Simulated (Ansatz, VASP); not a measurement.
# Cross-check of MoS2 between VASP and Ansatz

Wanted: the spread between two codes on one cell, functional and k mesh. The structure shown is the start of the Ansatz relaxation below; VASP solves that cell, so the two are compared at the walk's first step.

Program: Ansatz 0.2.0. Level of theory: plane waves, with VASP 6.6.1 beside it; single point at PBE with D3(BJ). Results are calculated unless marked as measured.

## Step 1: Starting point

The cell holds 9 atoms: 6 S and 3 Mo. Its edges and angles: a = 3.169 Å, b = 3.169 Å, c = 31.454 Å, α = 90.0°, β = 90.0°, γ = 120.0°. It derives from MoS2. Vacuum lies along c.

Coordinates:

```cif
data_structure
_symmetry_space_group_name_H-M 'P 1'
_symmetry_Int_Tables_number 1
_cell_length_a 3.1690
_cell_length_b 3.1690
_cell_length_c 31.4543
_cell_angle_alpha 90.000
_cell_angle_beta 90.000
_cell_angle_gamma 120.000
_cell_volume 273.56
loop_
_atom_site_label
_atom_site_type_symbol
_atom_site_fract_x
_atom_site_fract_y
_atom_site_fract_z
_atom_site_occupancy
S1 S 0.33333 0.66667 0.74566 1
S2 S 0.33333 0.66667 0.64614 1
S3 S 0.66667 0.33333 0.54976 1
S4 S 0.66667 0.33333 0.45024 1
S5 S 0.33333 0.66667 0.35386 1
S6 S 0.33333 0.66667 0.25434 1
Mo7 Mo 0.66667 0.33333 0.69590 1
Mo8 Mo 0.33333 0.66667 0.50000 1
Mo9 Mo 0.66667 0.33333 0.30410 1
```

## Step 2: Ansatz: relaxation, PBE with D3(BJ)

Ansatz runs on its default PAW (the set named soft_2) files.

The two programs are compared at the cell with which this relaxation starts, whose forces are those of its first step.

input.yaml reads:

```yaml
crystal:
  lattice:
    - [3.169, 0.0, 0.0]
    - [-1.5845, 2.744434505, 0.0]
    - [0.0, 0.0, 31.454296]
  atoms:
    - { symbol: S, position: [0.333333333, 0.666666667, 0.745662723] }
    - { symbol: Mo, position: [0.666666667, 0.333333333, 0.695903288] }
    - { symbol: S, position: [0.333333333, 0.666666667, 0.646143853] }
    - { symbol: S, position: [0.666666667, 0.333333333, 0.549759435] }
    - { symbol: Mo, position: [0.333333333, 0.666666667, 0.5] }
    - { symbol: S, position: [0.666666667, 0.333333333, 0.450240565] }
    - { symbol: S, position: [0.333333333, 0.666666667, 0.353856147] }
    - { symbol: Mo, position: [0.666666667, 0.333333333, 0.304096712] }
    - { symbol: S, position: [0.333333333, 0.666666667, 0.254337277] }
kpoints:
  mp_grid: { grid: [12, 12, 1] }
scf:
  occupations: { method: fermi_dirac, width: 0.02 }
  n_extra_bands: 8
hamiltonian:
  xc: pbe
  pseudopotentials: { kind: paw }
  dispersion: d3bj
output:
  forces: true
  write_potential: true
  volumetric_format: []
relax:
  f_tol: 0.01
  max_steps: 40
  cell: { fix: [c, alpha, beta] }
```

The run is started by

```
> ansatz run input.yaml --threads 4 --pin off --max-ram 8192MiB --backend cpu --events-out ev --progress --plain --runs-dir out
```

Numbers of over 12 decimals in the logs are rounded to 6 here.

The log of the run:

```text
scf.n_extra_bands = 8 over 39 filled bands (N_el = 78.0): the run solves 47 bands
Engine: ansatz 0.2.0, x86_64-unknown-linux-gnu
Pseudopotentials: kind: paw
Pseudopotential: S, paw, valence charge 6, recommended cutoff 420 eV (normal), S.paw.azcp
Pseudopotential: Mo, paw, valence charge 14, recommended cutoff 420 eV (normal), Mo.paw.azcp
Functional definition: PBE
  parameter kappa = 0.804
  parameter beta = 0.066725
  exchange = pbe_x(kappa = kappa, mu = beta*pi^2/3)
  correlation = pbe_c(beta = beta)
Crystal: 9 atoms, lattice volume = 273.562 Å³
Basis set: ecut = 420 eV, 5325 PW (Γ), exchange–correlation on 48×48×432 points (8 copies of the dense FFT grid, shifted against one another)
Bands: 47, of which v1, the nominal top of the filled ones, is band 39 counted from 1 (38 counted from 0)
Symmetry: 12 space group operations
Space group: P-6m2 (ITA 187), of the structure as read, at distance tolerance 6.5e-5 Å
k-points: 19 of 144 (time reversal used)
Non-local potential: S, projectors of the file, l = 0: 2, l = 1: 2, l = 2: 2
Non-local potential: Mo, projectors of the file, l = 0: 3, l = 1: 2, l = 2: 2, l = 3: 1
PAW form: soft (Blöchl's): semilocal exchange-correlation on the pseudo side does not see the compensation charge
PAW one-centre angular grid: S, 110 points (default); XC on 64 Gauss nodes
PAW one-centre angular grid: Mo, 590 points (default); XC on 64 Gauss nodes
Initial density: superposition of atomic densities (neutral atoms: chi_scale 0, normalization atom), corrected by the library's trained network
Initial wavefunctions: pseudopotential atomic-orbital guess
Functional: x = pbe(κ = 0.804, μ = 0.219515), c = pbe(β = 0.066725)
SCF iter   1: F=—  HF=-20291.818992 eV  |F-HF|=—  |Δ(HF+E_count)|=         —  Δρ=4.42e-3  dr2=9.69e-2  ethr=1.77e-3  ⟨swp⟩=8.0  Hψ=4217  notcnv=0
preconditioner: auto → Resta (q_TF=auto, 2.213 Å⁻¹)  ε∞=5.7  [insulator: Δε(μ)=1.033 eV  Ē_g=7.636 eV  σ=0.020 eV  W_gap=1.00  n_scr=22 (ndim 8)  ℏωp=16.5 eV  f_vac=0.409  D(μ)=0.00/eV (n_scr^D=0)  ε∞_Penn≈5.7  vacuum switching on, ρ_ref=4.2e-3 e/Å³]
SCF iter   2: F=—  HF=-20291.825968 eV  |F-HF|=—  |Δ(HF+E_count)|=   6.98e-3  Δρ=2.52e-3  dr2=1.29e-2  ethr=1.24e-4  ⟨swp⟩=3.1  Hψ=1501  notcnv=0  defer=31
SCF iter   3: F=—  HF=-20291.829660 eV  |F-HF|=—  |Δ(HF+E_count)|=   3.69e-3  Δρ=1.47e-3  dr2=2.19e-3  ethr=1.65e-5  ⟨swp⟩=2.3  Hψ=1344  notcnv=0  defer=31
SCF iter   4: F=—  HF=-20291.832383 eV  |F-HF|=—  |Δ(HF+E_count)|=   2.72e-3  Δρ=4.69e-4  dr2=4.09e-4  ethr=2.80e-6  ⟨swp⟩=2.3  Hψ=1388  notcnv=0  defer=31
SCF iter   5: F=—  HF=-20291.832608 eV  |F-HF|=—  |Δ(HF+E_count)|=   2.25e-4  Δρ=8.90e-5  dr2=2.37e-5  ethr=5.25e-7  ⟨swp⟩=2.2  Hψ=1389  notcnv=0  defer=31
SCF iter   6: F=—  HF=-20291.832618 eV  |F-HF|=—  |Δ(HF+E_count)|=   1.04e-5  Δρ=2.34e-5  dr2=3.56e-6  ethr=3.04e-8  ⟨swp⟩=2.7  Hψ=1759  notcnv=0  defer=31
SCF iter   7: F=—  HF=-20291.832618 eV  |F-HF|=—  |Δ(HF+E_count)|=   1.33e-7  Δρ=7.54e-6  dr2=3.65e-7  ethr=4.57e-9  ⟨swp⟩=2.1  Hψ=1297  notcnv=0  defer=31
SCF iter   8: F=-20291.832618 eV  HF=-20291.832618 eV  |F-HF|=1.29e-8  |Δ(HF+E_count)|=   2.17e-8  Δρ=2.25e-6  dr2=3.10e-8  ethr=1.28e-10  ⟨swp⟩=11.1  Hψ=7047  notcnv=0
SCF 1 converged in 8 iterations: F = -20291.832618 eV  dr2 = 3.10e-8
  greatest PAW one-centre occupation: 0.998 electrons in one spin orbital (limit 2), on the Mo atom at site 4 (counted from 0), in its partial waves of l = 0
relax step   1: F+E_penalty+E_count = -20291.83261846 eV  Δ(F+E_penalty+E_count) = +0.000e0 eV  max|allowed force component| = 6.503e-2 eV/Å  Δτ_max = 0.0000 Å  P = -0.956 GPa  Ω = 273.562 Å³  fix = [c, alpha, beta]  reactions: c -0.703 GPa  (8 SCF iters, dr2 threshold 1.00e-7 eV, accepted)
[...]
relax step   4: F+E_penalty+E_count = -20291.84911154 eV  Δ(F+E_penalty+E_count) = -5.598e-4 eV  max|allowed force component| = 1.849e-2 eV/Å  Δτ_max = 0.0307 Å  P = -0.031 GPa  Ω = 270.388 Å³  energy of the carried Pulay correction = +2.126e-4 eV  fix = [c, alpha, beta]  reactions: c -0.075 GPa  (8 SCF iters, dr2 threshold 9.94e-8 eV, accepted)
[...]
relax step   5: F+E_penalty+E_count = -20291.84914547 eV  Δ(F+E_penalty+E_count) = -3.393e-5 eV  max|allowed force component| = 5.984e-3 eV/Å  Δτ_max = 0.0038 Å  P = +0.011 GPa  Ω = 270.430 Å³  energy of the carried Pulay correction = +2.098e-4 eV  fix = [c, alpha, beta]  reactions: c +0.010 GPa  (6 SCF iters, dr2 threshold 2.14e-8 eV, accepted)
[...]
relax step   6: F+E_penalty+E_count = -20291.84894409 eV  Δ(F+E_penalty+E_count) = +2.014e-4 eV  max|allowed force component| = 6.003e-3 eV/Å  Δτ_max = 0.0000 Å  P = +0.011 GPa  Ω = 270.430 Å³  fix = [c, alpha, beta]  reactions: c +0.011 GPa  stress off target by 1.11e-2 GPa on what of the cell is left free  SCF on the basis re-selected at this cell (its energy is not comparable with the rows above)  (6 SCF iters)
basis re-selected at this cell: Δ(F+E_penalty+E_count) = +2.014e-4 eV, ΔP = +0.000 GPa vs the last step (what re-selecting the basis moved, of the pressure what is left beyond the Pulay correction that the steps carried, after the strain that the cell walked since its last selection, with what the two solves' SCF thresholds leave and, on support functions, any second-order correction that the steps lacked; it is no m [...]
SCF converged after 6 iterations
Free energy (F): -20291.848944 eV
Harris-Foulkes:  -20291.848944 eV  (|F-HF|=7.28e-11)
Internal energy: -20291.848944 eV  (E = F + TS)
E sigma→0 (E₀):  -20291.848944 eV
Fermi energy:    4.780852 eV
--- Per-component energies (eV) ---
  E_band       = -980.576311
  E_kinetic    = 1970.687504
  E_local      = -70765.165809  (includes V_loc(G=0)·N_el)
  E_nonlocal   = 597.686757
  E_hartree    = 34446.451445
  E_xc         = -1136.588639
  E_vxc        = -1216.476093  (∫ρ·V_xc dr)
  E_paw        = -13204.740519  (= ΣΔE_a)
  E_vpaw       = -460.211620  (= ΣTr[D̂ρ^β])
  E_aug_tail   = 0.000123  (compensation charges beyond the density's cutoff)
  E_ewald      = 27803.384697
  E_disp       = -3.564503  (pairwise vdW)
  E_smearing   = -0.000000  (= −TS)
  E_closure    = -0.000000  (closes the sum)
  Σ components = -20291.848944   (vs F -20291.848944, Δ=0.00e0)
--- Forces (eV/Å), atoms counted from 1 ---
  atom   1  S     -0.00000000     0.00000000     0.00269132
  atom   2  Mo    -0.00000000     0.00000000     0.00164407
  atom   3  S      0.00000000     0.00000000    -0.00471054
  atom   4  S      0.00000000    -0.00000000     0.00600267
  atom   5  Mo     0.00000000    -0.00000000     0.00000000
  atom   6  S     -0.00000000    -0.00000000    -0.00600267
  atom   7  S      0.00000000     0.00000000     0.00471054
  atom   8  Mo     0.00000000     0.00000000    -0.00164407
  atom   9  S      0.00000000     0.00000000    -0.00269132
  max |Σ_I F_I| component: 8.33e-17 eV/Å
--- Stress (GPa, compression-positive) ---
        0.011096       0.000000       0.000000
        0.000000       0.011096       0.000000
        0.000000       0.000000       0.011336
  P = ⅓ Tr σ = 0.0112 GPa (0.112 kbar)
--- Band table (eV; the first three rows and the last of 19) ---
  k-point 0: bands = [... 35 lower, 2.6409, 3.3291, 3.9649, 4.2955, 6.4820, 6.4820, 6.5023, 6.5023, ... 4 higher]
  k-point 1: bands = [... 35 lower, 2.8924, 3.3268, 3.8696, 4.1054, 6.3734, 6.3846, 6.3959, 6.4702, ... 4 higher]
  k-point 2: bands = [... 35 lower, 2.9126, 3.2182, 3.4790, 3.5502, 5.8974, 6.0345, 6.2116, 6.2408, ... 4 higher]
  k-point 18: bands = [... 35 lower, 1.5884, 3.5873, 3.6622, 3.7297, 5.4506, 5.4612, 5.4622, 6.2560, ... 4 higher]
--- Relaxed structure (5 steps of the walk, 4 accepted, 1 SCFs on fresh bases) ---
  F+E_penalty+E_count = -20291.84894409 eV   max|allowed force component| = 6.003e-3 eV/Å   (the final SCF, on the basis selected at the relaxed cell)
  cell:  # Å, volume = 270.4300 Å³
    - [3.150809, 0, 0.0]
    - [-1.575405, 2.728681, 0.0]
    - [0.0, 0.0, 31.454296]
  atoms:
    - { symbol: S, position: [0.333333, 0.666667, 0.742314] }
    - { symbol: Mo, position: [0.666667, 0.333333, 0.692472] }
    - { symbol: S, position: [0.333333, 0.666667, 0.642684] }
    - { symbol: S, position: [0.666667, 0.333333, 0.549762] }
    - { symbol: Mo, position: [0.333333, 0.666667, 0.5] }
    - { symbol: S, position: [0.666667, 0.333333, 0.450238] }
    - { symbol: S, position: [0.333333, 0.666667, 0.357316] }
    - { symbol: Mo, position: [0.666667, 0.333333, 0.307528] }
    - { symbol: S, position: [0.333333, 0.666667, 0.257686] }
```

## Step 3: VASP: single point, PBE with D3(BJ), start cell

The same cell, functional, mesh and smearing now go to VASP, with its own data sets.

Lines of VASP's logs that name or quote its potential files are left out, and so is its time.

INCAR reads:

```
SYSTEM = MoS2
PREC = Accurate
ENCUT = 400
EDIFF = 1E-06
NELM = 120
ISMEAR = -1
SIGMA = 0.02
LREAL = .FALSE.
ALGO = Normal
GGA = PE
IVDW = 12
NBANDS = 48
LASPH = .TRUE.
LORBIT = 11
LWAVE = .FALSE.
LCHARG = .FALSE.
ISIF = 2
GGA_COMPAT = .FALSE.
EFERMI = MIDGAP
KPAR = 2
```

POSCAR reads:

```
MoS2
1.0
    3.1690000000      0.0000000000      0.0000000000
   -1.5845000000      2.7444350000      0.0000000000
    0.0000000000      0.0000000000     31.4542960000
S Mo
6 3
Direct
    0.3333332726      0.6666665452      0.7456627228
    0.3333332726      0.6666665452      0.6461438527
    0.6666667274      0.3333334548      0.5497594351
    0.6666667274      0.3333334548      0.4502405649
    0.3333332726      0.6666665452      0.3538561473
    0.3333332726      0.6666665452      0.2543372772
    0.6666667274      0.3333334548      0.6959032877
    0.3333332726      0.6666665452      0.5000000000
    0.6666667274      0.3333334548      0.3040967123
```

KPOINTS reads:

```
Automatic mesh
0
Gamma
12 12 1
0 0 0
```

The projector-augmented-wave data sets are S and Mo_sv (PBE family, release 64).

The run is started by

```
> mpirun -np 2 vasp_std
```

The log of the run:

```text
[banner, memory and clock lines left out]
running    2 mpi-ranks, on    1 nodes
 distrk:  each k-point on    1 cores,    2 groups
 distr:  one band on    1 cores,    1 groups

 POSCAR found type information on POSCAR S Mo
 POSCAR found :  2 types and       9 ions
 LDA part: xc-table for (Slater+PW92), standard interpolation
 POSCAR, INCAR and KPOINTS ok, starting setup
 FFT: planning ... GRIDC
 FFT: planning ... GRID_SOFT
 FFT: planning ... GRID
 WAVECAR not read
 entering main loop
       N       E                     dE             d eps       ncg     rms          rms(c)
DAV:   1     0.568207433315E+03    0.56821E+03   -0.38574E+04  2336   0.118E+03
DAV:   2    -0.290105542234E+02   -0.59722E+03   -0.57899E+03  2208   0.322E+02
DAV:   3    -0.683108013395E+02   -0.39300E+02   -0.38580E+02  2256   0.731E+01
DAV:   4    -0.698670652494E+02   -0.15563E+01   -0.15485E+01  2432   0.138E+01
DAV:   5    -0.699117449627E+02   -0.44680E-01   -0.44630E-01  2344   0.231E+00    0.414E+01
DAV:   6    -0.666347984414E+02    0.32769E+01   -0.29596E+01  2024   0.246E+01    0.161E+01
DAV:   7    -0.661119531900E+02    0.52285E+00   -0.13644E+01  2080   0.167E+01    0.101E+01
DAV:   8    -0.654496038091E+02    0.66235E+00   -0.25865E+00  2232   0.765E+00    0.350E+00
DAV:  10    -0.654550923261E+02    0.24908E-01   -0.11051E-01  2192   0.161E+00    0.479E-01
DAV:  11    -0.654549560253E+02    0.13630E-03   -0.67860E-03  2432   0.362E-01    0.234E-01
DAV:  12    -0.654546119904E+02    0.34403E-03   -0.83196E-04  2288   0.127E-01    0.122E-01
DAV:  13    -0.654545812000E+02    0.30790E-04   -0.11604E-04  2376   0.454E-02    0.933E-02
DAV:  14    -0.654545448018E+02    0.36398E-04   -0.12269E-04  2184   0.431E-02    0.412E-02
DAV:  15    -0.654545907605E+02   -0.45959E-04   -0.11455E-04  2168   0.387E-02    0.204E-02
DAV:  16    -0.654546737059E+02   -0.82945E-04   -0.22654E-05  2096   0.161E-02    0.169E-02
DAV:  17    -0.654547290190E+02   -0.55313E-04   -0.10893E-05  1992   0.124E-02    0.111E-02
DAV:  18    -0.654547605184E+02   -0.31499E-04   -0.30163E-06  1920   0.503E-03    0.811E-03
DAV:  19    -0.654547837107E+02   -0.23192E-04   -0.11066E-06  1456   0.298E-03    0.420E-03
DAV:  20    -0.654548027330E+02   -0.19022E-04   -0.20416E-06  1552   0.368E-03    0.179E-03
DAV:  21    -0.654548119527E+02   -0.92197E-05   -0.19453E-07  1344   0.163E-03    0.133E-03
DAV:  22    -0.654548197707E+02   -0.78180E-05   -0.46349E-07  1392   0.115E-03    0.718E-04
DAV:  23    -0.654548251673E+02   -0.53966E-05   -0.12435E-07  1272   0.723E-04    0.497E-04
DAV:  24    -0.654548299951E+02   -0.48278E-05   -0.19228E-07  1304   0.720E-04    0.295E-04
DAV:  25    -0.654548306460E+02   -0.65092E-06   -0.15156E-08  1128   0.320E-04
   1 F= -.68931641E+02 E0= -.68931641E+02  d E =-.651420E-13
```

[end of part 1 of 2]

[Lines on the potential files, build, host, timing and source positions are cut from VASP's logs without a mark.]

[Logs are printed without paths, hosts, clocks, repeated set-up lines and the standing remarks that a program may print on its own settings, such as how far it seeks lower states.]

[Hosts, paths, dates, database ids (printed as entryN), source tags and the programs' standing remarks are cut or masked in the printed files.]
